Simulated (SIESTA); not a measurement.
# Ni under changes of volume

One of the cells (10.809 Å³/atom); the others are scaled copies at fixed shape and fractional positions:

```
Ni
1.0
    -1.39288    1.39288    1.39288
     1.39288   -1.39288    1.39288
     1.39288    1.39288   -1.39288
Ni
1
Cartesian
  0.0000 0.0000 0.0000
```

This isn't the form of Ni at room conditions, which is fcc.

* Program: SIESTA 5.4.2
* Functional: PBE
* Potentials or basis: PseudoDojo 0.4 standard (PBE files)
* Basis: DZP (energy shift 0.003 Ry; two zetas on semicore shells)
* Grid cutoff: 800 Ry
* Energy shift: 0.003 Ry
* k mesh: 13 × 13 × 13
* Occupations: fermi-dirac, width 0.05 eV
* Spin: collinear spin, ferromagnetic start
* Starting moments: [1.0] μB

```csv
volume (Å³/atom),energy over the lowest point (meV/atom),pressure (GPa),moment (μB per cell)
9.962,60.51,22.5,0.57
10.174,34.99,16.1,0.59
10.385,?,?,?
10.809,0.00,2.3,0.62
11.021,0.13,-2.1,0.63
11.233,5.66,-5.5,0.63
```

Question: What does the run at 10.385 Å³/atom give?

Answer: Energy over the lowest point 17.10 meV/atom; pressure 11.2 GPa; moment 0.60 μB per cell.

Worked out: A Birch-Murnaghan fit of order 3 (a polynomial in V^(-2/3)) to the other rows has its minimum at 10.90 Å³/atom with B0 = V·E''(V) = 211 GPa and B' = 3.4. It gives 16.88 meV/atom at 10.385 Å³/atom, against the run's 17.10, and -dE/dV = 11.2 GPa, against 11.2. A straight line through the other rows of the moment, of slope 0.0479 μB per Å³/atom, gives 0.60 μB, against the run's 0.60.

Energies are extrapolated to zero smearing.

Caveats: short orbitals over semicore shells can move pressures by several GPa; the basis of atomic orbitals isn't converged, which shifts pressures, moduli and gaps.
